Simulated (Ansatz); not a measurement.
# IrO2: the cost of one run

Computed with Ansatz 0.2.0 (DFT r2SCAN, scalar-relativistic, plane waves, PAW, unless a step's input says otherwise).

A COD entry behind a cell of this session may itself be a prediction, so a difference from it is no test against experiment.

3 further runs of the same task are left out: 2 that didn't finish, 1 set aside as unsound or not needed.

## (1) The system as given

Symmetry: P4_2/mnm, No. 136, tetragonal system. The conventional cell has a = 4.487 Å, b = 4.487 Å, c = 3.161 Å, α = 90.00°, β = 90.00°, γ = 90.00°. Ir (site symmetry mmm) is surrounded by 6 O at 1.96 to 1.99 Å. O (site symmetry m2m) has 3 Ir at 1.96 to 1.99 Å as nearest neighbours.

Coordinates:

```
Ir O
1.0
     4.48731    0.00000    0.00000
     0.00000    4.48731    0.00000
     0.00000    0.00000    3.16148
Ir O
2 4
Direct
  0.00000 0.00000 0.00000
  0.50000 0.50000 0.50000
  0.30857 0.30857 0.00000
  0.19143 0.80857 0.50000
  0.69143 0.69143 0.00000
  0.80857 0.19143 0.50000
```

This cell was relaxed beforehand with the same method: volume 10.61 Å³/atom, gap on the mesh none (metal).

## (2) Point at V/V0 = 0.97

input.yaml

```yaml
crystal:
  lattice:
    - [4.4419789486, 0.0, 0.0]
    - [0.0, 4.4419789486, 0.0]
    - [0.0, 0.0, 3.1295454902]
  atoms:
    - { symbol: Ir, position: [0.0, 0.0, 0.0] }
    - { symbol: Ir, position: [0.5, 0.5, 0.5] }
    - { symbol: O, position: [0.3085676832, 0.3085676832, 0.0] }
    - { symbol: O, position: [0.1914323168, 0.8085676832, 0.5] }
    - { symbol: O, position: [0.6914323168, 0.6914323168, 0.0] }
    - { symbol: O, position: [0.8085676832, 0.1914323168, 0.5] }
basis:
  ecutwfc: 500
kpoints:
  mp_grid: { grid: [8, 8, 12] }
hamiltonian:
  xc: r2scan
scf:
  occupations: { method: gaussian, width: 0.1 }
output:
  forces: true
  stress: true
  eigenvalues: true
relax:
  adjacent_minimum: "off"
  f_tol: 0.01
  max_steps: 30
  cell: { stress_tol: 0.1, fix: [volume] }
```

On the command line:

```bash
ansatz run input.yaml --threads 2 --pin off --max-ram 5120MiB --backend cpu --events-out ev --progress --plain --runs-dir out
```

What time and memory should one allow on 2 threads of Arm Neoverse V1, shared host?

About 63 s, with a peak of 0.63 GiB.
